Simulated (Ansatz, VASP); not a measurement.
**P: VASP beside Ansatz**

```
P
1.0
     4.04019    0.00000    0.00000
     0.00000    4.04019    0.00000
     0.00000    0.00000    4.04019
P
4
Direct
  0.62500 0.62500 0.62500
  0.87500 0.37500 0.12500
  0.37500 0.12500 0.87500
  0.12500 0.87500 0.37500
```

Alike in both runs: functional PBE; k mesh 12 × 12 × 12; occupations gaussian, width 0.1 eV; no spin polarisation.

Ansatz relaxed the structure, and its values are those at the end. VASP's run is a single point on that final structure, the one shown.

|  | VASP | Ansatz |
| --- | --- | --- |
| version | VASP 6.6.1 | Ansatz 0.2.0 |
| potentials or method | VASP PAW PBE potentials, release 64 (P) | scalar-relativistic, plane waves, PAW |
| plane-wave cutoff (eV) | 520 | 420 |
| valence electrons in the cell | 20 | 20 |

Ansatz gave:

| Property | Result |
| --- | --- |
| gap on the k mesh at the Fermi level (eV) | none |
| pressure (GPa) | 0.0 |

Task: What did VASP give for the same quantities?

Result: gap on the k mesh at the Fermi level (eV): none; pressure (GPa): -0.2.

A gap of «none» marks a metal or a gap that the smearing closes.
